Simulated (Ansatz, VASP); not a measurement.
**RbBr: VASP beside Ansatz**

```
Rb Br
1.0
     0.00000    3.45595    3.45595
     3.45595    0.00000    3.45595
     3.45595    3.45595    0.00000
Rb Br
1 1
Direct
  0.00000 0.00000 0.00000
  0.50000 0.50000 0.50000
```

The cell is a database's computed one.

Alike in both runs: task single point; functional LDA; k mesh 6 × 6 × 6; occupations fermi-dirac, width 0.03 eV; no spin polarisation.

|  | VASP | Ansatz |
| --- | --- | --- |
| version | VASP 6.6.1 | Ansatz 0.2.0 |
| potentials or method | VASP PAW LDA potentials, release 64 (Rb_sv, Br), cutoff 520 eV | all-electron LAPW, scalar-relativistic |

```tsv
	VASP	Ansatz	Ansatz less VASP
gap on the k mesh at the Fermi level (eV)	3.90	3.89	-0.009
pressure (GPa)	-1.5	-1.5	-0.03
```

Ansatz ran all-electron here, so the differences hold the error of VASP's frozen core and of both bases.

A hybrid or GW would open this gap; LDA tends to underestimate it.
